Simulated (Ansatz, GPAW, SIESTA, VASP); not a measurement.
One calculation of Bi, 4 ways

```xyz
1
Lattice="-1.9814 1.9814 1.9814 1.9814 -1.9814 1.9814 1.9814 1.9814 -1.9814" Properties=species:S:1:pos:R:3 pbc="T T T"
Bi    0.0000    0.0000    0.0000
```

This isn't the form of Bi at room conditions, which is rhombohedral.

Alike in all runs: task band structure; functional LDA; k mesh 9 × 9 × 9; occupations fermi-dirac, width 0.05 eV; no spin polarisation; no spin-orbit coupling. LDA stands for any of its common fits. Pressure is positive in compression and, in plane waves, holds the error of the finite cutoff.

| program and potentials | plane-wave cutoff (eV) | notes | pressure (GPa) |
| --- | --- | --- | --- |
| SIESTA, files PseudoDojo sr-lda-0.4.1-standard, DZP (energy shift 0.003 Ry; two zetas on semicore shells) | - | atomic basis | -2.30 |
| GPAW, the program's PAW data sets (release 1.2.1) made for this functional | 600 | - | -3.43 |
| Ansatz, all-electron LAPW, scalar-relativistic | - | - | -3.28 |
| VASP, LDA PAW files Bi_d, 520 eV | 520 | - | -3.24 |

The pressure spans -3.43 (GPAW, the program's PAW data sets (release 1.2.1) made for this functional) to -2.30 GPa (SIESTA, files PseudoDojo sr-lda-0.4.1-standard, DZP (energy shift 0.003 Ry; two zetas on semicore shells)), with all-electron results at -3.28. Rows in atomic bases carry the error of their basis and grid, which can be large.

The functional is the same throughout but for its coding, so the spread measures potentials, basis and numerics; runs on potential files found faulty are left out.
